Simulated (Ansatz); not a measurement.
# Ni3Ge: the cost of one run

Method: DFT PBE, scalar-relativistic, plane waves, PAW, in Ansatz 0.2.0.

**1. The structure to begin with**

It takes space group Im-3m (No. 229, cubic). Conventional cell: a = 4.946 Å, b = 4.946 Å, c = 4.946 Å, α = 90.00°, β = 90.00°, γ = 90.00°. Ni (site symmetry 4/mmm) is surrounded by 4 Ni at 2.47 Å and 2 Ge at 2.47 Å. Ge (site symmetry m-3m) has 6 Ni at 2.47 Å in its first shell of neighbours.

Structure file:

```xyz
4
Lattice="-2.4730 2.4730 2.4730 2.4730 -2.4730 2.4730 2.4730 2.4730 -2.4730" Properties=species:S:1:pos:R:3 pbc="T T T"
Ni    2.4730    0.0000    0.0000
Ni    0.0000    2.4730    0.0000
Ni    0.0000    0.0000    2.4730
Ge    0.0000    0.0000    0.0000
```

A structure generator made this guess: random cell by space group and Wyckoff sites (Im-3m, No. 229). Lengths come from tabulated atomic sizes and are only a guess.

**2. The guess as it stands, on a coarse mesh**

input.yaml reads:

```yaml
crystal:
  lattice:
    - [-2.47304834, 2.47304834, 2.47304834]
    - [2.47304834, -2.47304834, 2.47304834]
    - [2.47304834, 2.47304834, -2.47304834]
  atoms:
    - { symbol: Ni, position: [0.0, 0.5, 0.5], spin: 2.0 }
    - { symbol: Ni, position: [0.5, 0.0, 0.5], spin: 2.0 }
    - { symbol: Ni, position: [0.5, 0.5, 0.0], spin: 2.0 }
    - { symbol: Ge, position: [0.0, 0.0, 0.0] }
basis:
  ecutwfc: 420
kpoints:
  mp_grid: { grid: [6, 6, 6] }
hamiltonian:
  xc: pbe
scf:
  occupations: { method: gaussian, width: 0.1 }
  lower_state_search: "off"
output:
  forces: true
  stress: true
  eigenvalues: true
  populations: true
magnetization:
  spin_polarized: true
```

Command:

```bash
> ansatz run input.yaml --threads 1 --pin off --max-ram 2560MiB --backend cpu --events-out ev --progress --plain --runs-dir out
```

What time and memory should one allow on 1 thread of Arm Neoverse V2, shared host?

About 8.8 s, with a peak of 0.37 GiB.
